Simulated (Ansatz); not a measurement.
The system is SiO2.

```
Si O
1.0
    -2.62334    4.77675    4.44167
     2.62334   -4.77675    4.44167
     2.62334    4.77675   -4.44167
Si O
4 8
Cartesian
  2.6233 -0.8083 3.0643
  2.6233 3.9685 -3.0643
  0.0000 5.5850 1.3774
  0.0000 0.8083 7.5059
  0.0000 4.7768 0.0000
  0.0000 0.0000 0.0000
  -1.3117 5.1892 2.2208
  1.3117 -0.4125 2.2208
  1.3117 4.3643 -2.2208
  1.3117 5.1892 2.2208
  0.0000 7.1651 1.0599
  2.6233 -2.3884 3.3818
```

The cell comes from a database or a generator and needn't be the stable form of this composition.

```yaml
Program: Ansatz 0.2.0
Task: relaxation of cell and atoms
Functional: RPBE
Potentials_or_basis: Ansatz PAW
Cutoff: "420 eV (not typed: the program's choice for these potentials)"
k_mesh: 6 × 6 × 6
Occupations: fermi-dirac, width 0.05 eV
Spin: no spin polarisation
```

At the start: volume 18.55 Å³/atom.

Task: How do energy, volume and symmetry change on relaxing?

Result: It ends after 10 steps and the volume is 19.34 Å³/atom (+4.2 %); space group Imma (No. 74, to 0.05 Å).

The path:
| step | energy change (eV) | largest force (eV/Å) | volume (Å³) |
| --- | --- | --- | --- |
| 1 | 0.0000 | 0.4444 | 222.64 |
| 2 | -0.0981 | 0.2799 | 226.79 |
| 3 | -0.1304 | 0.0994 | 231.12 |
| 4 | -0.1334 | 0.0728 | 230.82 |
| 5 | -0.1334 | 0.0068 | 230.88 |
| 6 | -0.1565 | 0.0066 | 230.88 |
| 7 | -0.1562 | 0.0145 | 231.20 |
| 8 | -0.1552 | 0.0048 | 231.87 |
| 9 | -0.1547 | 0.0016 | 232.09 |
| 10 | -0.1576 | 0.0019 | 232.09 |

Final structure:
```yaml
crystal:
  lattice:
    - [-2.65612, 4.86942, 4.48609]
    - [2.65612, -4.86942, 4.48609]
    - [2.65612, 4.86942, -4.48609]
  atoms:
    - { symbol: Si, position: [0.25951, 0.84586, 0.41365] }
    - { symbol: Si, position: [0.06779, 0.15414, 0.91365] }
    - { symbol: Si, position: [0.74049, 0.15414, 0.58635] }
    - { symbol: Si, position: [0.93221, 0.84586, 0.08635] }
    - { symbol: O, position: [0.50000, 0.00000, 0.50000] }
    - { symbol: O, position: [0.00000, 0.00000, 0.00000] }
    - { symbol: O, position: [0.79547, 0.00000, 0.29547] }
    - { symbol: O, position: [0.20453, 0.50000, 0.20453] }
    - { symbol: O, position: [0.20453, 0.00000, 0.70453] }
    - { symbol: O, position: [0.79547, 0.50000, 0.79547] }
    - { symbol: O, position: [0.86378, 0.11378, 0.75000] }
    - { symbol: O, position: [0.13622, 0.88622, 0.25000] }
```

Caveat: the plane-wave basis is chosen anew once the cell has moved, so the energies of steps on either side of that aren't comparable; the pressure holds a Pulay correction of +0.3 GPa for the finite cutoff; the PAW data sets come from PBE, with cores solved anew for the run's functional, which leaves a small shift of forces and pressure.
